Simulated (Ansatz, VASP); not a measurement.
## Ta2Si: VASP beside Ansatz

INCAR

```
PREC = Accurate ; ENCUT = 520
EDIFF = 1E-6 ; ISMEAR = 0
SIGMA = 0.05 ; LREAL = False
LASPH = True ; NELM = 80
ALGO = Normal ; ISIF = 2
LWAVE = False ; LCHARG = False
GGA = PS ; NBANDS = 20
```

KPOINTS

```
regular mesh
0
Gamma
  10 10 10
```

POSCAR

```
Ta2Si
1.0
    0.0000000000      2.9945438870      2.9945438870
    2.9945438870      0.0000000000      2.9945438870
    2.9945438870      2.9945438870      0.0000000000
Ta Si
2 1
Direct
    0.2500000000      0.2500000000      0.2500000000
    0.7500000000      0.7500000000      0.7500000000
    0.0000000000      0.0000000000      0.0000000000
```

Input for Ansatz:

```yaml
crystal:
  lattice:
    - [0.0, 2.994543887, 2.994543887]
    - [2.994543887, 0.0, 2.994543887]
    - [2.994543887, 2.994543887, 0.0]
  atoms:
    - { symbol: Ta, position: [0.25, 0.25, 0.25] }
    - { symbol: Ta, position: [0.75, 0.75, 0.75] }
    - { symbol: Si, position: [0.0, 0.0, 0.0] }
basis:
  ecutwfc: 420
  ecutrho_ratio: 4
kpoints:
  mp_grid: { grid: [10, 10, 10] }
hamiltonian:
  xc: pbesol
scf:
  occupations: { method: gaussian, width: 0.05 }
output:
  forces: true
  stress: true
  eigenvalues: true
```

Alike in both runs: task single point; functional PBEsol; k mesh 10 × 10 × 10; occupations gaussian, width 0.05 eV; no spin polarisation.

```csv
,VASP,Ansatz
version,VASP 6.6.1,Ansatz 0.2.0
potentials or method,"VASP PAW PBE potentials, release 64 (Ta_pv, Si)","scalar-relativistic, plane waves, PAW"
plane-wave cutoff (eV),520,420
valence electrons in the cell,26,30
```

|  | VASP | Ansatz | Ansatz less VASP |
| --- | --- | --- | --- |
| gap on the k mesh at the Fermi level (eV) | none | none | - |
| pressure (GPa) | 0.3 | 0.1 | -0.22 |

A gap of «none» marks a metal or a gap that the smearing closes. The two sets of potentials don't hold the same shells in valence.

Caveats: the PAW data sets were made with another functional, which shifts forces and pressure a little (VASP). Spin-orbit coupling is left out, which matters for the levels of Ta.
